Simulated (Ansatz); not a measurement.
# TePb (Fm-3m) in Ansatz: notebook, part 2 of 2

Ansatz 0.2.0. The steps go on from the part before.

### Step 4. Relaxation of cell and atoms, rPW86-PBE+rVV10

input.yaml reads:

```yaml
crystal:
  lattice:
    - [0.0, 3.231, 3.231]
    - [3.231, 0.0, 3.231]
    - [3.231, 3.231, 0.0]
  atoms:
    - { symbol: Pb, position: [0.0, 0.0, 0.0] }
    - { symbol: Te, position: [0.5, 0.5, 0.5] }
hamiltonian:
  xc: { exchange: rpw86, correlation: pbe }
  pseudopotentials: { kind: paw }
  dispersion: rvv10
kpoints:
  mp_grid: { grid: [7, 7, 7] }
scf:
  occupations: { method: fermi_dirac, width: 0.05 }
output:
  forces: true
  stress: true
  write_density: true
  write_potential: true
  elf: true
  volumetric_format: npy
relax:
  f_tol: 0.01
  max_steps: 40
  cell: { stress_tol: 0.05 }
```

Potentials or basis: Ansatz PAW.

Run with:

```
> ansatz run input.yaml --threads 2 --pin off --max-ram 5120MiB --backend cpu --events-out ev --progress --plain --runs-dir out
```

What it wrote:

```text
Warning: RAYON_NUM_THREADS=2 ignored (pool sized by the plan → 2); use --threads N
Engine: ansatz 0.2.0, aarch64-unknown-linux-gnu
Pseudopotentials: kind: paw
Pseudopotential: Pb, paw, valence charge 14, recommended cutoff 420 eV (normal), Pb.paw.azcp
Pseudopotential: Te, paw, valence charge 16, recommended cutoff 420 eV (normal), Te.paw.azcp
Functional definition: unnamed
  exchange = rpw86_x
  correlation = pbe_c + rvv10(6.3, 0.0093)
Crystal: 2 atoms, lattice volume = 67.459 Å³
Basis set: ecut = 420 eV, 1363 PW (Γ), exchange–correlation on 72×72×72 points (8 copies of the dense FFT grid, shifted against one another)
Bands: 19, of which v1, the nominal top of the filled ones, is band 15 counted from 1 (14 counted from 0)
Symmetry: 48 space group operations
[... 99 lines left out ...]
       -0.005039      -0.000000      -0.000000
       -0.000000      -0.005039      -0.000000
       -0.000000      -0.000000      -0.005039
  P = ⅓ Tr σ = -0.0050 GPa (-0.050 kbar)
--- Band table (eV; the first three rows and the last of 20) ---
  k-point 0: bands = ["-28.1130", "-28.1130", "-28.1074", "-28.1074", "-28.1074", "-8.7228", "-8.7228", "-8.7129", "-8.7129", "-8.7129", "-3.7537", "2.0153", "6.6784", "6.6784", "6.6784", "11.7126", "11.7126", "11.7126", "13.7613"]
  k-point 1: bands = ["-28.1130", "-28.1130", "-28.1073", "-28.1073", "-28.1073", "-8.7247", "-8.7247", "-8.7124", "-8.7107", "-8.7107", "-3.5950", "1.5680", "6.7279", "6.7279", "6.9053", "10.8393", "11.0639", "11.0639", "13.5667"]
  k-point 2: bands = ["-28.1130", "-28.1130", "-28.1072", "-28.1071", "-28.1071", "-8.7296", "-8.7296", "-8.7115", "-8.7050", "-8.7050", "-3.1504", "0.5827", "6.8797", "6.8797", "7.3216", "9.5981", "10.0024", "10.0024", "14.0444"]
  k-point 19: bands = ["-28.1131", "-28.1128", "-28.1072", "-28.1070", "-28.1068", "-8.7544", "-8.7244", "-8.7094", "-8.7038", "-8.6937", "-2.1833", "-0.0355", "4.3181", "4.8926", "7.2548", "9.7163", "12.3869", "13.1273", "13.8882"]
--- Relaxed structure (4 steps of the walk, 4 accepted, 1 SCFs on fresh bases) ---
  F+E_penalty+E_count = -19009.63667971 eV   max|allowed force component| = 1.292e-29 eV/Å   (the final SCF, on the basis selected at the relaxed cell)
  cell:  # Å, volume = 71.7605 Å³
    - [-8.943377438795667e-35, 3.298261750765335, 3.298261750765335]
    - [3.298261750765335, -8.094198285184575e-34, 3.298261750765335]
    - [3.298261750765335, 3.298261750765335, 4.137342169699111e-34]
  atoms:
    - { symbol: Pb, position: [-3.725491226352084e-36, 2.4836608175635373e-36, 4.4705894716480296e-35] }
    - { symbol: Te, position: [0.5, 0.5, 0.5] }
```

rho_z.tsv:

```text
# z_ang	rho[e/angstrom^3]
# format = ansatz-planar-average/11
# lattice	-0.000000000	3.298261751	3.298261751
# lattice	3.298261751	-0.000000000	3.298261751
# lattice	3.298261751	3.298261751	0.000000000
# sites	2
# site	82	0.000000000	0.000000000	-0.000000000
# site	52	3.298261751	3.298261751	3.298261751
0.000000	6.176929e-1
0.129568	5.998964e-1
0.259136	5.510464e-1
0.388704	4.823675e-1
0.518272	4.067575e-1
0.647840	3.351264e-1
[... 28 lines left out ...]
4.405311	5.510464e-1
4.534879	5.998964e-1
```

v_z.tsv:

```text
# z_ang	v_es[eV]	v_tot[eV]
# format = ansatz-planar-average/11
# xc	{"exchange":"rpw86","correlation":"pbe","exx":null}
# density_cutoff_ev	2100
# datasets	Pb=:simpson_from_first_knot:soft:shift=1545120	Te=:simpson_from_first_knot:soft:shift=1722141
# lattice	-0.000000000	3.298261751	3.298261751
# lattice	3.298261751	-0.000000000	3.298261751
# lattice	3.298261751	3.298261751	0.000000000
# sites	2
# site	82	0.000000000	0.000000000	-0.000000000
# site	52	3.298261751	3.298261751	3.298261751
0.000000	3.040664e0	-6.588910e0
0.129568	3.076572e0	-6.528498e0
0.259136	3.194076e0	-6.332478e0
0.388704	3.420561e0	-5.987364e0
0.518272	3.790090e0	-5.456047e0
0.647840	4.331045e0	-4.702651e0
[... 28 lines left out ...]
4.405311	3.194076e0	-6.332478e0
4.534879	3.076572e0	-6.528498e0
```

It took 7.3 s on 2 threads of Arm Neoverse V1, shared host; peak memory 0.4 GiB.

What came out:

```
Free energy                            : -19009.6367 eV
Relaxed volume                         : 35.88 Å³/atom
Relaxed cell                           : a = 4.664 Å, b = 4.664 Å, c = 4.664 Å, α = 60.00°, β = 60.00°, γ = 60.00°
Space group after relaxing (to 0.05 Å) : Fm-3m (No. 225)
Energy gained by relaxing              : 18.1 meV/atom
Ionic steps                            : 5
Pressure after relaxing                : 0.0 GPa
```

Step by step:
| step | energy change (eV) | largest force (eV/Å) | volume (Å³) |
| --- | --- | --- | --- |
| 1 | 0.0000 | 0.0000 | 67.46 |
| 2 | -0.0301 | 0.0000 | 73.39 |
| 3 | -0.0349 | 0.0000 | 71.92 |
| 4 | -0.0350 | 0.0000 | 71.76 |
| 5 | -0.0362 | 0.0000 | 71.76 |

Final structure:
```xyz
2
Lattice="0.0000 3.2983 3.2983 3.2983 0.0000 3.2983 3.2983 3.2983 0.0000" Properties=species:S:1:pos:R:3 pbc="T T T"
Pb    0.0000    0.0000    0.0000
Te    3.2983    3.2983    3.2983
```

Caveat: the plane-wave basis is chosen anew once the cell has moved, so the energies of steps on either side of that aren't comparable; the PAW data sets come from PBE, with cores solved anew for the run's functional, which leaves a small shift of forces and pressure. The run has no spin-orbit coupling, so splittings on Pb, Te are missing.

### Step 5. Relaxation of cell and atoms, exchange-only PBE

Edit input.yaml of step 4 so:

```diff
@@ -9,5 +9,4 @@
 hamiltonian:
-  xc: { exchange: rpw86, correlation: pbe }
+  xc: { exchange: pbe, correlation: none }
   pseudopotentials: { kind: paw }
-  dispersion: rvv10
 kpoints:
@@ -19,6 +18,2 @@
   stress: true
-  write_density: true
-  write_potential: true
-  elf: true
-  volumetric_format: npy
 relax:
```

Run with:

```
> ansatz run input.yaml --threads 2 --pin off --max-ram 5120MiB --backend cpu --events-out ev --progress --plain --runs-dir out
```

Run time: 4.8 s. Hardware: 2 threads of Arm Neoverse V1, shared host; peak memory 0.37 GiB.

It converged, with:

| Property | Result |
| --- | --- |
| Free energy | -18673.5719 eV |
| Relaxed volume | 43.30 Å³/atom |
| Relaxed cell | a = 4.966 Å, b = 4.966 Å, c = 4.966 Å, α = 60.00°, β = 60.00°, γ = 60.00° |
| Space group after relaxing (to 0.05 Å) | Fm-3m (No. 225) |
| Energy gained by relaxing | 243.1 meV/atom |
| Ionic steps | 6 |
| Pressure after relaxing | 0.0 GPa |

Step by step:
```csv
step,energy change (eV),largest force (eV/Å),volume (Å³)
1,0.0000,0.0000,67.46
2,-0.4048,0.0000,77.81
3,-0.4760,0.0000,83.66
4,-0.4835,0.0000,86.16
5,-0.4836,0.0000,86.59
6,-0.4862,0.0000,86.59
```

Final structure:
```
Pb Te
1.0
     0.00000    3.51142    3.51142
     3.51142    0.00000    3.51142
     3.51142    3.51142    0.00000
Pb Te
1 1
Direct
  0.00000 0.00000 0.00000
  0.50000 0.50000 0.50000
```

Caveat: the volume moved by over 15 % at a fixed basis, so the end points are rough; the plane-wave basis is chosen anew once the cell has moved, so the energies of steps on either side of that aren't comparable; the volume moved by +28 % from the deposited cell, more than functionals usually miss; the PAW data sets come from PBE, with cores solved anew for the run's functional, which leaves a small shift of forces and pressure.

### Step 6. Summary

```tsv
level	pressure (GPa)	relaxed volume (Å³/atom)
LDA	0.0	32.48
RPBE+D4	0.0	33.73
rPW86-PBE+rVV10	0.0	35.88
exchange-only PBE	0.0	43.30
```

Alike in all rows: task relaxation of cell and atoms; potentials or basis Ansatz PAW; no spin polarisation; cell relaxed; k mesh 7 × 7 × 7; cutoff (eV) 420; smearing fermi-dirac 0.05 eV.

Caveats: the plane-wave basis is chosen anew once the cell has moved, so the energies of steps on either side of that aren't comparable; the PAW data sets come from PBE, with cores solved anew for the run's functional, which leaves a small shift of forces and pressure; the volume moved by over 15 % at a fixed basis, so the end points are rough (some runs); the volume moved by +28 % from the deposited cell, more than functionals usually miss (some runs).

Total energies depend on the potentials used, so only differences within one code and one set of settings carry meaning.
